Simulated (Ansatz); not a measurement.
## 3-layer In2Se2 (AA') in a perpendicular field

What dipole does a perpendicular field induce in the 3-layer In2Se2 (AA'), and does the gap follow? A positive field points along +c.

Program: Ansatz 0.2.0. Level of theory: plane-wave DFT, PBE-D3(BJ), Ansatz PAW. Results are calculated unless marked as measured.

### Step 1. Starting point

The cell holds 12 atoms: 6 Se and 6 In. Cell: a = 4.134 Å, b = 4.134 Å, c = 74.229 Å, α = 90.0°, β = 90.0°, γ = 120.0°. Regions: layer 1: In2Se2, 4 atoms (2 Se and 2 In); layer 2: In2Se2, 4 atoms (2 Se and 2 In); layer 3: In2Se2, 4 atoms (2 Se and 2 In). Vacuum lies along c.

### Step 2. Relaxing the slab

The starting cell is a guess, so the in-plane lattice and the atoms are relaxed first, with the slab cut off from its images along the normal.

input.yaml

```yaml
crystal:
  lattice:
    - [4.134, 0.0, 0.0]
    - [-2.067, 3.5801490192, 0.0]
    - [0.0, 0.0, 74.2287283935]
  atoms:
    - { symbol: Se, position: [0.3333333333, 0.6666666667, 0.3543102592] }
    - { symbol: In, position: [0.0, 0.0, 0.3698225111] }
    - { symbol: In, position: [0.0, 0.0, 0.4080826304] }
    - { symbol: Se, position: [0.3333333333, 0.6666666667, 0.4235948823] }
    - { symbol: Se, position: [0.0, 0.0, 0.4653576885] }
    - { symbol: In, position: [0.3333333333, 0.6666666667, 0.4808699404] }
    - { symbol: In, position: [0.3333333333, 0.6666666667, 0.5191300596] }
    - { symbol: Se, position: [0.0, 0.0, 0.5346423115] }
    - { symbol: Se, position: [0.3333333333, 0.6666666667, 0.5764051177] }
    - { symbol: In, position: [0.0, 0.0, 0.5919173696] }
    - { symbol: In, position: [0.0, 0.0, 0.6301774889] }
    - { symbol: Se, position: [0.3333333333, 0.6666666667, 0.6456897408] }
  periodic: [true, true, false]
kpoints:
  mp_grid: { grid: [12, 12, 1] }
hamiltonian:
  xc: pbe
  dispersion: d3bj
scf:
  occupations: { method: fermi_dirac, width: 0.05 }
  convergence: { dr2_threshold: 1.0e-09 }
relax:
  f_tol: 0.004
  max_steps: 90
  cell: {}
output:
  write_potential: true
  write_density: true
  volumetric_format: npy
```

Run with:

```sh
$ ansatz run input.yaml --threads 4 --pin off --max-ram 16384MiB --backend cpu --events-out ev --progress --plain --runs-dir out
```

Numbers of over 12 decimals in the logs are rounded to 6 here.

What it wrote:

```text
Warning: relax.cell: scf.convergence.dr2_threshold = 1e-9 eV is looser than the 1.19954841783e-10 eV advised for a relaxation that steers and ends on the stress (1e-10 eV for each atom of the cell: 12, times the square of relax.cell.stress_2d_tol = 0.05 N/m over 31.6 Å (the atoms' height at the walk's start and 5 Å past either face), 1.581e-2 GPa, over a crystal's default 0.05). What an SCF threshold leaves in a stress goes as its square root, and in the free energy as the threshold itself, and one threshold admits the most on a small cell: [figures from the program's tests cut] Set scf.convergence.dr2_threshold to 1.19954841783e-10 eV or tighter. [rest of the remark cut]
Engine: ansatz 0.2.0, aarch64-unknown-linux-gnu
Pseudopotentials: kind: paw
Pseudopotential: Se, paw, valence charge 16, recommended cutoff 420 eV (normal), Se.paw.azcp
Pseudopotential: In, paw, valence charge 13, recommended cutoff 420 eV (normal), In.paw.azcp
Functional definition: PBE
  parameter kappa = 0.804
  parameter beta = 0.066725
  exchange = pbe_x(kappa = kappa, mu = beta*pi^2/3)
  correlation = pbe_c(beta = beta)
Crystal: 12 atoms, lattice volume = 1098.610 Å³
Basis set: ecut = 420 eV, 21165 PW (Γ), exchange–correlation on 60×60×1000 points (8 copies of the dense FFT grid, shifted against one another)
Bands: 105, of which v1, the nominal top of the filled ones, is band 87 counted from 1 (86 counted from 0)
Symmetry: 12 space group operations
Space group: P-6m2 (ITA 187), of the structure as read, at distance tolerance 1.0e-4 Å
k-points: 19 of 144 (time reversal used)
Non-local potential: Se, projectors of the file, l = 0: 2, l = 1: 2, l = 2: 3, l = 3: 1
Non-local potential: In, projectors of the file, l = 0: 2, l = 1: 2, l = 2: 2, l = 3: 2
PAW form: soft (Blöchl's): semilocal exchange-correlation on the pseudo side does not see the compensation charge
PAW one-centre angular grid: Se, 590 points (default); XC on 64 Gauss nodes
PAW one-centre angular grid: In, 590 points (default); XC on 64 Gauss nodes
Initial density: superposition of atomic densities (neutral atoms: chi_scale 0, normalization atom), corrected by the library's trained network
Initial wavefunctions: pseudopotential atomic-orbital guess
Functional: x = pbe(κ = 0.804, μ = 0.219515), c = pbe(β = 0.066725)
SCF iter   1: F=—  HF=-66410.740153 eV  |F-HF|=—  |Δ(HF+E_count)|=         —  Δρ=1.11e-3  dr2=4.83e-2  ethr=1.77e-3  ⟨swp⟩=8.9  Hψ=9358  notcnv=0  defer=44
preconditioner: auto → LDOS  [insulator: Δε(μ)=0.329 eV  Ē_g=13.868 eV  σ=0.050 eV  W_gap=0.88  n_scr=184 (ndim 8)  ℏωp=12.0 eV  f_vac=0.665  D(μ)=0.06/eV (n_scr^D=2)  ε∞_Penn≈1.7  β→1.0]
SCF iter   2: F=—  HF=-66410.797395 eV  |F-HF|=—  |Δ(HF+E_count)|=   5.72e-2  Δρ=2.08e-3  dr2=3.80e-1  ethr=2.78e-5  ⟨swp⟩=3.6  Hψ=4783  notcnv=0  defer=201
SCF iter   3: F=—  HF=-66410.737556 eV  |F-HF|=—  |Δ(HF+E_count)|=   5.98e-2  Δρ=3.20e-4  dr2=8.79e-3  ethr=2.78e-5  ⟨swp⟩=3.0  Hψ=3281  notcnv=0  defer=201
SCF iter   4: F=—  HF=-66410.736354 eV  |F-HF|=—  |Δ(HF+E_count)|=   1.20e-3  Δρ=1.46e-4  dr2=2.09e-3  ethr=5.05e-6  ⟨swp⟩=3.0  Hψ=2951  notcnv=0  defer=201
SCF iter   5: F=—  HF=-66410.736063 eV  |F-HF|=—  |Δ(HF+E_count)|=   2.91e-4  Δρ=3.71e-5  dr2=3.72e-5  ethr=1.20e-6  ⟨swp⟩=2.9  Hψ=2795  notcnv=0  defer=201
SCF iter   6: F=—  HF=-66410.736051 eV  |F-HF|=—  |Δ(HF+E_count)|=   1.20e-5  Δρ=1.55e-5  dr2=4.92e-6  ethr=2.14e-8  ⟨swp⟩=3.5  Hψ=4582  notcnv=0  defer=201
SCF iter   7: F=—  HF=-66410.735982 eV  |F-HF|=—  |Δ(HF+E_count)|=   6.93e-5  Δρ=6.59e-6  dr2=1.76e-6  ethr=2.83e-9  ⟨swp⟩=2.6  Hψ=3153  notcnv=0  defer=201
SCF iter   8: F=—  HF=-66410.735982 eV  |F-HF|=—  |Δ(HF+E_count)|=   2.40e-7  Δρ=2.17e-6  dr2=6.41e-8  ethr=1.01e-9  ⟨swp⟩=2.8  Hψ=2719  notcnv=0  defer=201
SCF iter   9: F=—  HF=-66410.735982 eV  |F-HF|=—  |Δ(HF+E_count)|=   1.07e-7  Δρ=7.58e-7  dr2=8.44e-9  ethr=3.68e-11  ⟨swp⟩=2.9  Hψ=3561  notcnv=0  defer=201
SCF iter  10: F=-66410.735982 eV  HF=-66410.735982 eV  |F-HF|=5.57e-9  |Δ(HF+E_count)|=   1.98e-8  Δρ=2.20e-7  dr2=5.72e-10  ethr=1.00e-12  ⟨swp⟩=8.6  Hψ=14430  notcnv=0
SCF 1 converged in 10 iterations: F = -66410.735982 eV  dr2 = 5.72e-10
  greatest PAW one-centre occupation: 1.000 electrons in one spin orbital (limit 2), on the Se atom at site 7 (counted from 0), in its partial waves of l = 2
relax step   1: F+E_penalty+E_count = -66410.73598225 eV  Δ(F+E_penalty+E_count) = +0.000e0 eV  max|allowed force component| = 6.232e-1 eV/Å  Δτ_max = 0.0000 Å  P = -0.661 N/m  Ω = 1098.610 Å³  fix = [c, alpha, beta]  reactions: c -0.000 N/m  (10 SCF iters, accepted)
Crystal: 12 atoms, lattice volume = 1048.063 Å³
Basis set: ecut = 420 eV, 20517 PW (Γ), exchange–correlation on 60×60×1000 points (8 copies of the dense FFT grid, shifted against one another)
Initial density: handed on by an earlier stage of this run
Initial wavefunctions: those handed on with the density
iter 1 solved again at ethr=1.96e-4 eV; its pass at ethr=3.10e-3 eV (dr2=3.40e-1 eV) is discarded
SCF iter   1: F=—  HF=-66410.667644 eV  |F-HF|=—  |Δ(HF+E_count)|=         —  Δρ=4.11e-3  dr2=3.41e-1  ethr=1.96e-4  ⟨swp⟩=6.3  Hψ=10805  notcnv=0  defer=4
preconditioner: auto → Resta (q_TF=auto, 2.023 Å⁻¹)  ε∞=1.8  [insulator: Δε(μ)=0.901 eV  Ē_g=13.736 eV  σ=0.050 eV  W_gap=1.00  n_scr=172 (ndim 8)  ℏωp=12.2 eV  f_vac=0.660  D(μ)=0.00/eV (n_scr^D=0)  ε∞_Penn≈1.8  vacuum switching on, ρ_ref=1.4e-2 e/Å³]
SCF iter   2: F=—  HF=-66410.598783 eV  |F-HF|=—  |Δ(HF+E_count)|=   6.89e-2  Δρ=2.43e-3  dr2=1.11e-1  ethr=1.96e-4  ⟨swp⟩=5.2  Hψ=3532  notcnv=0  defer=47
SCF iter   3: F=—  HF=-66410.583698 eV  |F-HF|=—  |Δ(HF+E_count)|=   1.51e-2  Δρ=1.18e-3  dr2=4.55e-2  ethr=6.40e-5  ⟨swp⟩=3.3  Hψ=3118  notcnv=0  defer=143
SCF iter   4: F=—  HF=-66410.585472 eV  |F-HF|=—  |Δ(HF+E_count)|=   1.77e-3  Δρ=7.73e-4  dr2=7.83e-2  ethr=2.62e-5  ⟨swp⟩=2.5  Hψ=2988  notcnv=0  defer=198
SCF iter   5: F=—  HF=-66410.578447 eV  |F-HF|=—  |Δ(HF+E_count)|=   7.02e-3  Δρ=2.88e-4  dr2=8.93e-4  ethr=2.62e-5  ⟨swp⟩=1.9  Hψ=2269  notcnv=0  defer=198
SCF iter   6: F=—  HF=-66410.578826 eV  |F-HF|=—  |Δ(HF+E_count)|=   3.79e-4  Δρ=1.06e-4  dr2=6.06e-4  ethr=5.13e-7  ⟨swp⟩=3.1  Hψ=3847  notcnv=0  defer=198
SCF iter   7: F=—  HF=-66410.578728 eV  |F-HF|=—  |Δ(HF+E_count)|=   9.74e-5  Δρ=4.03e-5  dr2=6.69e-5  ethr=3.48e-7  ⟨swp⟩=2.9  Hψ=2938  notcnv=0  defer=198
SCF iter   8: F=—  HF=-66410.578706 eV  |F-HF|=—  |Δ(HF+E_count)|=   2.21e-5  Δρ=1.91e-5  dr2=9.48e-6  ethr=3.85e-8  ⟨swp⟩=2.9  Hψ=3680  notcnv=0  defer=198
[...]
relax step   7: F+E_penalty+E_count = -66410.96112529 eV  Δ(F+E_penalty+E_count) = +2.636e-5 eV  max|allowed force component| = 1.089e-2 eV/Å  Δτ_max = 0.0026 Å  P = -0.017 N/m  Ω = 1044.385 Å³  energy of the carried Pulay correction = +3.364e-3 eV  fix = [c, alpha, beta]  (8 SCF iters, rejected (line search))
[...]
relax step   8: F+E_penalty+E_count = -66410.96116872 eV  Δ(F+E_penalty+E_count) = -1.707e-5 eV  max|allowed force component| = 4.419e-4 eV/Å  Δτ_max = 0.0013 Å  P = +0.001 N/m  Ω = 1044.217 Å³  energy of the carried Pulay correction = +3.375e-3 eV  fix = [c, alpha, beta]  reactions: c +0.000 N/m  (7 SCF iters, accepted)
Basis set: ecut = 420 eV, 20481 PW (Γ), exchange–correlation on 54×54×1000 points (8 copies of the dense FFT grid, shifted against one another)
Initial wavefunctions: pseudopotential atomic-orbital guess (no wavefunctions were taken with the density)
iter 1 solved again at ethr=2.13e-7 eV; its pass at ethr=3.10e-3 eV (dr2=3.71e-4 eV) is discarded
SCF iter   1: F=—  HF=-66410.957905 eV  |F-HF|=—  |Δ(HF+E_count)|=         —  Δρ=4.22e-5  dr2=3.35e-6  ethr=2.13e-7  ⟨swp⟩=5.8  Hψ=17368  notcnv=0  defer=1
preconditioner: auto → Resta (q_TF=auto, 2.024 Å⁻¹)  ε∞=1.8  [insulator: Δε(μ)=0.841 eV  Ē_g=13.869 eV  σ=0.050 eV  W_gap=1.00  n_scr=172 (ndim 8)  ℏωp=12.3 eV  f_vac=0.657  D(μ)=0.00/eV (n_scr^D=0)  ε∞_Penn≈1.8  vacuum switching on, ρ_ref=1.4e-2 e/Å³]
SCF iter   2: F=—  HF=-66410.957912 eV  |F-HF|=—  |Δ(HF+E_count)|=   6.49e-6  Δρ=1.99e-5  dr2=7.58e-7  ethr=1.92e-9  ⟨swp⟩=3.0  Hψ=4677  notcnv=0  defer=1
SCF iter   3: F=—  HF=-66410.957913 eV  |F-HF|=—  |Δ(HF+E_count)|=   8.62e-7  Δρ=5.00e-6  dr2=1.23e-7  ethr=4.36e-10  ⟨swp⟩=2.4  Hψ=3234  notcnv=0  defer=1
SCF iter   4: F=—  HF=-66410.957913 eV  |F-HF|=—  |Δ(HF+E_count)|=   6.99e-8  Δρ=1.61e-6  dr2=1.54e-7  ethr=7.06e-11  ⟨swp⟩=3.6  Hψ=4454  notcnv=0  defer=1
SCF iter   5: F=—  HF=-66410.957913 eV  |F-HF|=—  |Δ(HF+E_count)|=   2.08e-8  Δρ=4.46e-7  dr2=2.29e-8  ethr=7.06e-11  ⟨swp⟩=2.0  Hψ=2236  notcnv=0  defer=1
SCF iter   6: F=-66410.957913 eV  HF=-66410.957913 eV  |F-HF|=4.07e-10  |Δ(HF+E_count)|=   1.82e-9  Δρ=2.70e-7  dr2=5.94e-10  ethr=1.00e-12  ⟨swp⟩=16.3  Hψ=16614  notcnv=0
SCF 9 converged in 6 iterations: F = -66410.957913 eV  dr2 = 5.94e-10
relax step   9: F+E_penalty+E_count = -66410.95791261 eV  Δ(F+E_penalty+E_count) = +3.256e-3 eV  max|allowed force component| = 3.877e-4 eV/Å  Δτ_max = 0.0000 Å  P = -0.005 N/m  Ω = 1044.217 Å³  fix = [c, alpha, beta]  reactions: c -0.000 N/m  stress off target by 5.03e-3 N/m on what of the cell is left free  SCF on the basis re-selected at this cell (its energy is not comparable with the rows above)  (6 SCF iters)
basis re-selected at this cell: Δ(F+E_penalty+E_count) = +3.256e-3 eV, ΔP = -0.006 N/m vs the last step (what re-selecting the basis moved, of the pressure what is left beyond the Pulay correction that the steps carried, after the strain that the cell walked since its last selection, with what the two solves' SCF thresholds leave and, on support functions, any second-order correction that the steps lacked; it is no measure of the basis error at this ecutwfc). The dense FFT grid was sized anew with the basis: this SCF ran on 27×27×500 points, the steps before it on 30×30×500, so part of this shift can come from that change (see relax.cell in the input reference). [rest of the remark cut]
WARN: The output density's exchange-correlation potential varies sharply where the density is thin. Do not read a vacuum level from v_tot or v_xc, or from such a field of the output density. On a cell that repeats whose density bears no net charge and no dipole along the vacuum's axis use v_es (v_loc + v_h of the components); under efield.dipole_correction with no amplitude use v_es + v_field, which holds any externa [...]
SCF converged after 6 iterations
Free energy (F): -66410.957913 eV
Harris-Foulkes:  -66410.957913 eV  (|F-HF|=4.07e-10)
Internal energy: -66410.957903 eV  (E = F + TS)
E sigma→0 (E₀):  -66410.957908 eV
Entropy (-TS):   -0.000010 eV (-0.001 meV/atom)
Fermi energy:    -5.043698 eV
--- Per-component energies (eV) ---
  E_band       = -4910.027316
  E_kinetic    = 2166.520284
  E_local      = -2017029.956019  (includes V_loc(G=0)·N_el)
  E_nonlocal   = -1371.167894
  E_hartree    = 1006507.460322
  E_xc         = -1915.422969
  E_vxc        = -1182.456005  (∫ρ·V_xc dr)
  E_paw        = -36398.219269  (= ΣΔE_a)
  E_vpaw       = -507.868112  (= ΣTr[D̂ρ^β])
  E_aug_tail   = -0.003458  (compensation charges beyond the density's cutoff)
  E_ewald      = 981633.082401
  E_disp       = -3.251301  (pairwise vdW)
  E_smearing   = -0.000010  (= −TS)
  E_closure    = 0.000000  (closes the sum)
  Σ components = -66410.957913   (vs F -66410.957913, Δ=0.00e0)
--- Forces (eV/Å), atoms counted from 1 ---
  atom   1  Se     0.00000000    -0.00000000    -0.00024093
  atom   2  In     0.00000000     0.00000000    -0.00025174
  atom   3  In    -0.00000000     0.00000000     0.00004372
  atom   4  Se     0.00000000    -0.00000000     0.00022155
  atom   5  Se     0.00000000     0.00000000    -0.00038769
  atom   6  In     0.00000000    -0.00000000    -0.00002426
  atom   7  In     0.00000000    -0.00000000     0.00002426
  atom   8  Se     0.00000000     0.00000000     0.00038769
  atom   9  Se     0.00000000    -0.00000000    -0.00022155
  atom  10  In    -0.00000000     0.00000000    -0.00004372
  atom  11  In     0.00000000     0.00000000     0.00025174
  atom  12  Se     0.00000000    -0.00000000     0.00024093
  max |Σ_I F_I| component: 2.43e-17 eV/Å
--- 2D stress c σ (N/m, compression-positive) ---
       -0.005027      -0.000000      -0.000000
       -0.000000      -0.005027      -0.000000
       -0.000000      -0.000000      -0.000000
  P = ½ c Tr σ = -0.0050 N/m
--- Band table (eV; the first three rows and the last of 19) ---
  k-point 0: bands = [... 83 lower, -6.3476, -6.3476, -6.1188, -5.5713, -4.6814, -4.1778, -3.7199, -3.1373, ... 14 higher]
  k-point 1: bands = [... 83 lower, -6.4158, -6.2879, -5.9444, -5.5220, -4.2396, -3.8844, -3.5056, -2.7756, ... 14 higher]
  k-point 2: bands = [... 83 lower, -6.5962, -6.2032, -5.9010, -5.6102, -3.5978, -3.4345, -3.2344, -2.5962, ... 14 higher]
  k-point 18: bands = [... 83 lower, -7.2995, -6.9926, -6.8902, -6.8440, -3.6635, -3.4565, -3.2452, -2.9404, ... 14 higher]
  the weakly bound empty levels are not read free of the cell's end (no_gap_told)
--- Relaxed structure (8 steps of the walk, 6 accepted, 1 SCFs on fresh bases) ---
  F+E_penalty+E_count = -66410.95791261 eV   max|allowed force component| = 3.877e-4 eV/Å   (the final SCF, on the basis selected at the relaxed cell)
  cell:  # Å, volume = 1044.2169 Å³
    - [4.030362, 0.0, 0]
    - [-2.015181, 3.490396, 0]
    - [0, 0, 74.2287283935]
  atoms:
    - { symbol: Se, position: [0.333333, 0.666667, 0.350754] }
    - { symbol: In, position: [-3.1732572120097634e-19, -2.8390227058030866e-17, 0.368168] }
    - { symbol: In, position: [-4.35129277393272e-19, -2.862583417041546e-17, 0.405814] }
    - { symbol: Se, position: [0.333333, 0.666667, 0.423175] }
    - { symbol: Se, position: [-2.9233793417623457e-19, -2.834025148398138e-17, 0.463834] }
    - { symbol: In, position: [0.333333, 0.666667, 0.481182] }
    - { symbol: In, position: [0.333333, 0.666667, 0.518818] }
    - { symbol: Se, position: [2.9233793417623766e-19, -2.7170899747276438e-17, 0.536166] }
    - { symbol: Se, position: [0.333333, 0.666667, 0.576825] }
    - { symbol: In, position: [4.35129277393272e-19, -2.688531706084237e-17, 0.594186] }
    - { symbol: In, position: [3.1732572120097634e-19, -2.712092417322696e-17, 0.631832] }
    - { symbol: Se, position: [0.333333, 0.666667, 0.649246] }
```

Elapsed: 12 min, on 4 threads of Arm Neoverse V1, shared host; peak memory 3.3 GiB.

Step by step:

| step | energy less that of the first step (eV) | largest force component (eV/Å) | volume (Å³) |
| --- | --- | --- | --- |
| 1 | 0.0000 | 0.6232 | 1098.61 |
| 2 | 0.1573 | 1.4574 | 1048.06 |
| 3 | -0.1931 | 0.0928 | 1071.18 |
| 4 | -0.2212 | 0.0247 | 1052.56 |
| 5 | -0.2248 | 0.0038 | 1045.36 |
| 6 | -0.2252 | 0.0094 | 1044.11 |
| 7 | -0.2251 | 0.0109 | 1044.39 |
| 8 | -0.2252 | 0.0004 | 1044.22 |
| 9* | -0.2219 | 0.0004 | 1044.22 |

Relaxation steps marked * repeat the geometry before them on a plane-wave basis chosen anew for their cell, so energy and pressure can jump there. Relaxation steps 2, 7 were tried and not accepted.

Forces are held to the 12 operations that the run works with; a distortion that breaks them can't arise in this run.

| cell as run | before | after | change |
| --- | --- | --- | --- |
| a (Å) | 4.134 | 4.030 | -2.5 % |
| b (Å) | 4.134 | 4.030 | -2.5 % |

The atoms that moved most (Å, along periodic axes as changes of fractional coordinates times the final cell, across vacuum about the mean position):

```
atom     dx     dy      dz  length
Se12  0.000  0.000   0.264   0.264
 Se1  0.000  0.000  -0.264   0.264
In10  0.000  0.000   0.168   0.168
 In3  0.000  0.000  -0.168   0.168
 In2  0.000  0.000  -0.123   0.123
In11  0.000  0.000   0.123   0.123
 Se5  0.000  0.000  -0.113   0.113
 Se8  0.000  0.000   0.113   0.113
```

Final coordinates:

```cif
data_structure
_symmetry_space_group_name_H-M 'P 1'
_symmetry_Int_Tables_number 1
_cell_length_a 4.0304
_cell_length_b 4.0304
_cell_length_c 74.2287
_cell_angle_alpha 90.000
_cell_angle_beta 90.000
_cell_angle_gamma 120.000
_cell_volume 1044.22
loop_
_atom_site_label
_atom_site_type_symbol
_atom_site_fract_x
_atom_site_fract_y
_atom_site_fract_z
_atom_site_occupancy
Se1 Se 0.33333 0.66667 0.35075 1
In2 In 0.00000 0.00000 0.36817 1
In3 In 0.00000 0.00000 0.40581 1
Se4 Se 0.33333 0.66667 0.42317 1
Se5 Se 0.00000 0.00000 0.46383 1
In6 In 0.33333 0.66667 0.48118 1
In7 In 0.33333 0.66667 0.51882 1
Se8 Se 0.00000 0.00000 0.53617 1
Se9 Se 0.33333 0.66667 0.57683 1
In10 In 0.00000 0.00000 0.59419 1
In11 In 0.00000 0.00000 0.63183 1
Se12 Se 0.33333 0.66667 0.64925 1
```

The lattice constant a goes from 4.134 to 4.030 Å.

(Continued in part 2 of 3.)

[Logs are printed without paths, hosts, clocks, repeated set-up lines and the standing remarks that a program may print on its own settings, such as how far it seeks lower states.]

[Hosts, paths, dates, database ids (printed as entryN), source tags and the programs' standing remarks are cut or masked in the printed files.]

[Maps of the electrostatic potential energy from Ansatz leave out the sawtooth potential of an applied field or a dipole correction, so their vacuum need not be flat; planar profiles and work functions include it.]
